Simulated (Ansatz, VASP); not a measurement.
**Pd: VASP beside Ansatz**

```
CELL_PARAMETERS angstrom
2.75404 0.00000 0.00000
-1.37702 2.38507 0.00000
0.00000 0.00000 9.10668
ATOMIC_POSITIONS crystal
Pd 0.00000 0.00000 0.00000
Pd 0.33333 0.66667 0.25000
Pd 0.00000 0.00000 0.50000
Pd 0.66667 0.33333 0.75000
```

Alike in both runs: functional r2SCAN; k mesh 21 × 21 × 6; occupations gaussian, width 0.1 eV; no spin polarisation.

Ansatz relaxed the structure, and its values are those at the end. VASP's run is a single point on that final structure, the one shown.

|  | VASP | Ansatz |
| --- | --- | --- |
| version | VASP 6.6.1 | Ansatz 0.2.0 |
| potentials or method | VASP PAW PBE potentials, release 64 (Pd) | scalar-relativistic, plane waves, PAW |
| plane-wave cutoff (eV) | 520 | 500 |
| valence electrons in the cell | 40 | 72 |

Ansatz gave:

- gap on the k mesh at the Fermi level (eV): none
- pressure (GPa): 0.0

Question: What did VASP give for the same quantities?

Answer: gap on the k mesh at the Fermi level (eV): none; pressure (GPa): 0.7.

A gap of «none» marks a metal or a gap that the smearing closes. With one functional, cell and mesh, what is left measures potentials, basis and numerics. The two sets of potentials don't hold the same shells in valence.

Caveats: the PAW data sets were made with another functional, which shifts forces and pressure a little (VASP).
